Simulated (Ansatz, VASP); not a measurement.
# AlN in VASP and in Ansatz

POSCAR

```
AlN
1.0
    0.0000000000      2.0070211428      2.0070211428
    2.0070211428      0.0000000000      2.0070211428
    2.0070211428      2.0070211428      0.0000000000
Al N
1 1
Direct
    0.5000000000      0.5000000000      0.5000000000
    0.0000000000      0.0000000000      0.0000000000
```

INCAR.step1

```
SYSTEM = AlN
  ALGO = Normal
  EDIFF = 1E-4
  ENCUT = 520
  GGA = PE
  ISMEAR = -1
  LASPH = .True.
  LCHARG = .False.
  LREAL = .False.
  LWAVE = .True.
  NBANDS = 11
  NELM = 100
  PREC = Accurate
  SIGMA = 0.05
```

Contents of INCAR.step2:

```
SYSTEM = AlN
  ALGO = Normal
  EDIFF = 1E-6
  ENCUT = 520
  ISIF = 2
  ISMEAR = -1
  ISTART = 1
  LASPH = .True.
  LCHARG = .False.
  LMIXTAU = .True.
  LREAL = .False.
  LWAVE = .False.
  METAGGA = R2SCAN
  NBANDS = 11
  NELM = 100
  PREC = Accurate
  SIGMA = 0.05
```

File KPOINTS:

```
k-points
0
Gamma
  11 11 11
  0 0 0
```

Contents of input.yaml:

```yaml
crystal:
  lattice:
    - [0.0, 2.0070211428, 2.0070211428]
    - [2.0070211428, 0.0, 2.0070211428]
    - [2.0070211428, 2.0070211428, 0.0]
  atoms:
    - { symbol: Al, position: [0.5, 0.5, 0.5] }
    - { symbol: "N", position: [0.0, 0.0, 0.0] }
hamiltonian:
  xc: r2scan
  pseudopotentials: { kind: paw }
kpoints:
  mp_grid: { grid: [11, 11, 11] }
scf:
  occupations: { method: fermi_dirac, width: 0.05 }
output:
  forces: true
  stress: true
  eigenvalues: true
  write_density: true
  write_potential: true
  elf: true
  volumetric_format: npy
```

Measurements of this composition are mostly on another form, of space group No. 186.

Alike in both runs: task single point; functional r2SCAN; k mesh 11 × 11 × 11; occupations fermi-dirac, width 0.05 eV; no spin polarisation.

|  | VASP | Ansatz |
| --- | --- | --- |
| version | VASP 6.6.1 | Ansatz 0.2.0 |
| potentials or method | VASP PAW PBE potentials, release 64 (Al, N) | Ansatz PAW |
| plane-wave cutoff (eV) | 520 | 500 |
| valence electrons in the cell | 8 | 8 |

```csv
,VASP,Ansatz,Ansatz less VASP
gap on the k mesh at the Fermi level (eV),5.84,5.84,-0.004
least direct gap on the mesh (eV),6.85,6.80,-0.050
pressure (GPa),4.2,5.0,+0.83
```

With one functional, cell and mesh, what is left measures potentials, basis and numerics.

Caveats: the PAW data sets were made with another functional, which shifts forces and pressure a little (VASP); an odd mesh through Γ misses points on the zone boundary, where band edges often lie (VASP); odd divisions of the mesh miss points on the zone boundary, where band edges often lie, so the gap on the mesh can be too wide (Ansatz); the PAW data sets come from PBE, with cores solved anew for the run's functional, which leaves a small shift of forces and pressure (Ansatz). r2SCAN opens gaps a little over a GGA but as a rule still falls short of measured ones.
